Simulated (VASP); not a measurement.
Slab: C, a slab with vacuum.

```
C
1.0
     2.45623    0.00000    0.00000
    -1.22811    2.12716    0.00000
     0.00000    0.00000   24.13396
C
4
Direct
  0.66667 0.33333 0.57048
  0.33333 0.66667 0.42952
  0.00000 0.00000 0.42953
  0.00000 0.00000 0.57047
```

| Property | Result |
| --- | --- |
| Program | VASP 6.6.1 |
| Task | single point |
| Functional | PBE |
| Potentials or basis | VASP PAW PBE potentials, release 64 (C) |
| Cutoff | 520 eV |
| k mesh | 12 × 12 × 2 |
| Occupations | fermi-dirac, width 0.05 eV |
| Spin | no spin polarisation |

On this cell: largest force 0.054 eV/Å; band gap on the k mesh none (metal or under the smearing width).

The same run follows on a disturbed copy (atoms moved at random, drawn with an rms of 0.05 Å):

```xyz
4
Lattice="2.4562 0.0000 0.0000 -1.2281 2.1272 0.0000 0.0000 0.0000 24.1340" Properties=species:S:1:pos:R:3 pbc="T T T"
C     1.2127    0.6923   13.7863
C    -0.0734    1.3813   10.3505
C     0.0127   -0.0167   10.3703
C    -0.0316    0.0344   13.7827
```

Task: What does the disturbed cell give?

Result: The energy (extrapolated to zero smearing) moves by +69.1 meV/atom; largest force 4.558 eV/Å; band gap on the k mesh 0.61 eV, direct.

Forces on the atoms (eV/Å):
```
C   -0.973  2.603 -0.008
C    4.498  0.640  0.263
C   -4.499 -0.639 -0.355
C    0.974 -2.604  0.100
```

A k mesh can miss the band edges.
